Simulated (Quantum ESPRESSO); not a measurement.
Runs of Quantum ESPRESSO 7.5 on CsSnI3. It takes space group Pm-3m (No. 221, cubic). Conventional cell: a = 6.206 Å, b = 6.206 Å, c = 6.206 Å, α = 90.00°, β = 90.00°, γ = 90.00°. Cs (site symmetry m-3m) has 12 I at 4.39 Å as nearest neighbours. I (site symmetry 4/mmm) has 2 Sn at 3.10 Å as nearest neighbours. Around Sn (site symmetry m-3m) lie 6 I at 3.10 Å. 

```tsv
task	level	potentials or basis	cell	k mesh	cutoff (eV)	form of the LDA correlation	SCF threshold	symmetry	pressure (GPa)
phonons	LDA	JTH 2.0 LDA	relaxed	4 × 4 × 4, shifted	707	PW92	1e-09 Ry	-	0.0
phonons	LDA	JTH 2.0 LDA	relaxed	2 × 2 × 2, shifted	707	PW92	1e-09 Ry	-	0.0
band structure	LDA	GBRV 1.5 LDA	as given	5 × 5 × 5	925	PZ81	1e-09 Ry	-	-1.6
phonons	PBEsol	GBRV 1.5 PBEsol	relaxed	4 × 4 × 4, shifted	925	-	1e-09 Ry	-	0.0
band structure	PBE	SSSP 1.3 efficiency PBE	as given	5 × 5 × 5	816	-	1e-09 Ry	-	0.5
phonons	PBE	Ansatz NC SR PBE	relaxed	4 × 4 × 4, shifted	980	-	1e-09 Ry	-	0.0
band structure	r2SCAN	SG15 PBE 1.2	as given	3 × 3 × 3	1020	-	1e-08 Ry	off	(a)
```

Alike in all rows: no spin polarisation; smearing fermi-dirac 0.05 eV.

Problem. Estimate the missing entries.

Solution. (a) -0.6.

Caveats: the cell was measured hot, at 500 K (some runs); the potentials were made for another functional, which shifts forces and pressure (some runs).

Not every run made on this cell is shown here.
